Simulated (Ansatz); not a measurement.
# NbAs2: the cost of one run

Program: Ansatz 0.2.0. Level of theory: DFT PBEsol, scalar-relativistic, plane waves, PAW. These are calculated values, not measurements.

1 further run of the same task is left out (set aside as unsound or not needed).

### Step 1. The system as given

It takes space group C2/m (No. 12, monoclinic). Conventional cell: a = 9.333 Å, b = 3.361 Å, c = 7.773 Å, α = 90.00°, β = 119.38°, γ = 90.00°. Nb (site symmetry m) has 8 As at 2.65 to 2.72 Å and 1 Nb at 3.01 Å in its first shell of neighbours. Around As (site symmetry m) lie 5 Nb at 2.69 to 2.72 Å. As (site symmetry m) has 1 As at 2.45 Å and 3 Nb at 2.65 to 2.66 Å in its first shell of neighbours.

Coordinates:

```xyz
6
Lattice="4.6666 -1.6807 0.0011 4.6666 1.6807 0.0011 -3.8152 0.0000 6.7721" Properties=species:S:1:pos:R:3 pbc="T T T"
Nb    0.7174    0.0000    1.3251
Nb    4.8006    0.0000    5.4492
As    3.3688    0.0000    0.7337
As    2.1492    0.0000    6.0405
As    6.2158    0.0000    3.1963
As   -0.6978    0.0000    3.5780
```

It is the result of an earlier relaxation at this level (volume 17.71 Å³/atom; gap on the mesh: none (metal)).

Bulk energy on matching settings, from an earlier run: -4707.7590 eV/atom.

### Step 2. Cutting the (001) slab

Planes are indexed in the bulk's conventional cell (C2/m (No. 12)), a = 9.333 Å, b = 3.361 Å, c = 7.773 Å, α = 90.00°, β = 119.38°, γ = 90.00°.

Cut from the relaxed bulk: a (001) slab, 11.7 Å thick as cut, with 15 Å of vacuum; its outer planes are Nb (top) and As (bottom).

The slab as cut. Its planes from the bottom up:

| plane | atoms per cell | height over the lowest (Å) |
| --- | --- | --- |
| 1 | As | 0.00 |
| 2 | As | 0.38 |
| 3 | Nb | 2.25 |
| 4 | As | 2.85 |
| 5 | As | 4.31 |
| 6 | Nb | 4.90 |
| 7 | As | 6.77 |
| 8 | As | 7.16 |
| 9 | Nb | 9.03 |
| 10 | As | 9.62 |
| 11 | As | 11.08 |
| 12 | Nb | 11.68 |

### Step 3. Single point on the unrelaxed (001) slab

The cell repeats along c, and a dipole correction in the vacuum removes the field between the copies.

input.yaml reads:

```yaml
crystal:
  lattice:
    - [3.3614136327, 0.0, 0.0]
    - [-1.6807068163, 4.6665806814, 0.0]
    - [0.0, 0.0, 26.6760351368]
  atoms:
    - { symbol: As, position: [0.3339346668, 0.6678693337, 0.2811512266] }
    - { symbol: As, position: [0.0746752993, 0.1493505986, 0.2955192361] }
    - { symbol: Nb, position: [0.485506875, 0.9710137499, 0.3656177878] }
    - { symbol: As, position: [0.7695803234, 0.5391606469, 0.3878084852] }
    - { symbol: As, position: [0.0476396089, 0.0952792178, 0.4427600268] }
    - { symbol: Nb, position: [0.3317130574, 0.6634261147, 0.4649507241] }
    - { symbol: As, position: [0.742544633, 0.485089266, 0.5350492759] }
    - { symbol: As, position: [0.4832852655, 0.966570531, 0.5494172853] }
    - { symbol: Nb, position: [0.8941168411, 0.7882336823, 0.6195158371] }
    - { symbol: As, position: [0.1781902896, 0.3563805792, 0.6417065345] }
    - { symbol: As, position: [0.456249575, 0.9124991501, 0.696658076] }
    - { symbol: Nb, position: [0.7403230235, 0.480646047, 0.7188487734] }
basis:
  ecutwfc: 420
kpoints:
  mp_grid: { grid: [11, 8, 1] }
hamiltonian:
  xc: pbesol
scf:
  occupations: { method: gaussian, width: 0.1 }
output:
  forces: true
  stress: true
  eigenvalues: true
  write_density: true
  write_potential: true
  elf: true
  volumetric_format: npy
efield:
  axis: 3
  dipole_correction: true
  ramp_width: 0.04
```

On the command line:

```sh
> ansatz run input.yaml --threads 1 --pin off --max-ram 2560MiB --backend cpu --events-out ev --progress --plain --runs-dir out
```

**Question.** How long does this run take on 1 thread of Intel Xeon 6975P-C (Granite Rapids), shared host, and how much memory does it need?

About 2.5 min, with a peak of 1.5 GiB.
